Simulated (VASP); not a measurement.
Here is a VASP 6.6.1 calculation.

INCAR

```
PREC = Accurate ; ENCUT = 600
EDIFF = 1E-6 ; ISMEAR = 0
SIGMA = 0.03 ; LREAL = False
LASPH = True ; NELM = 80
ALGO = Normal ; ISIF = 3
LWAVE = False ; LCHARG = False
GGA = PE ; IVDW = 12
IBRION = 2 ; NSW = 90
EDIFFG = -0.01 ; KPAR = 4
```

Contents of KPOINTS:

```
regular mesh
0
Gamma
  9 9 2
```

The input POSCAR:

```
Te2Mo
1.0
    3.5182000000      0.0000000000      0.0000000000
   -1.7591000000      3.0468505756      0.0000000000
    0.0000000000      0.0000000000     13.9736000000
Te Mo
4 2
Direct
    0.3333333333      0.6666666667      0.6210000000
    0.6666666667      0.3333333333      0.1210000000
    0.3333333333      0.6666666667      0.8790000000
    0.6666666667      0.3333333333      0.3790000000
    0.3333333333      0.6666666667      0.2500000000
    0.6666666667      0.3333333333      0.7500000000
```

Potentials or basis: VASP PAW PBE potentials, release 64 (Te, Mo_sv).

Command:

```sh
$ cat potpaw_PBE.64/Te/POTCAR potpaw_PBE.64/Mo_sv/POTCAR > POTCAR
$ mpirun -np 4 vasp_std > vasp.out
```

(1) Estimate the band gap on the k mesh.

(2) What does it give for the space group after relaxing (to 0.05 Å)?

(3) Estimate the dispersion energy per atom.

(4) What does it give for the relaxed cell?

Answers

(1) 0.67 eV, indirect (least direct gap 1.03 eV).

(2) P6_3/mmc (No. 194).

(3) -0.554 eV.

(4) a = 3.496 Å, b = 3.496 Å, c = 13.695 Å, α = 90.00°, β = 90.00°, γ = 120.00°.

Caveat: spin-orbit coupling is left out, which moves the levels of the heavy elements; an odd mesh through Γ misses points on the zone boundary, where band edges often lie.
